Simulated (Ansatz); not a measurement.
O

```
CELL_PARAMETERS angstrom
1.67495 0.96703 3.73200
-1.67495 0.96703 3.73200
0.00000 -1.93406 3.73200
ATOMIC_POSITIONS crystal
O 0.94539 0.94539 0.94539
O 0.05461 0.05461 0.05461
```

Atom numbers follow the list: O1, O2.

Structure from Materials Project entry mp-610917 (possibly hypothetical), not relaxed further.

Other magnetic orders may lie lower; this is the state that the run reached.

Levels of theory: DFT, PBE, all-electron LAPW, scalar-relativistic (Ansatz 0.2.0); DFT, PBE, all-electron PAW with datasets made for the crystal, scalar-relativistic (Ansatz 0.2.0).

For LAPW: a Γ-centred 8×8×8 k mesh, Fermi–Dirac smearing of 0.02 eV, basis error target 1 meV/atom, spin-polarised from start moments O1 1, O2 1 μB. The crystal-made all-electron datasets (AE datasets) take a cutoff of 1000 eV at this cell. The Ansatz runs share mesh, smearing and spin set-up. Values come from LAPW unless marked.

```
Pressure at this cell                            : 0.42 GPa
Band gap                                         : 1.30 eV, indirect from T (0.5, 0.5, 0.5) to F (0.5, 0, 0.5) (the direct gap is only 0.06 eV larger)
Stress xx, yy, zz (compression positive)         : 1.14, 1.14, -1.01 GPa
Largest force                                    : 0.00709 Ha/bohr on O1
Moment of the cell                               : 2.00 μB
Moments in the spheres                           : O1 0.64 μB
Smallest direct gap on the path                  : 1.36 eV
Contact hyperfine fields (crystal-made datasets) : O1 4.1 T, core polarisation included, positive along the moment of the spin-up electrons
Volume per atom                                  : 18.13 Å³
```
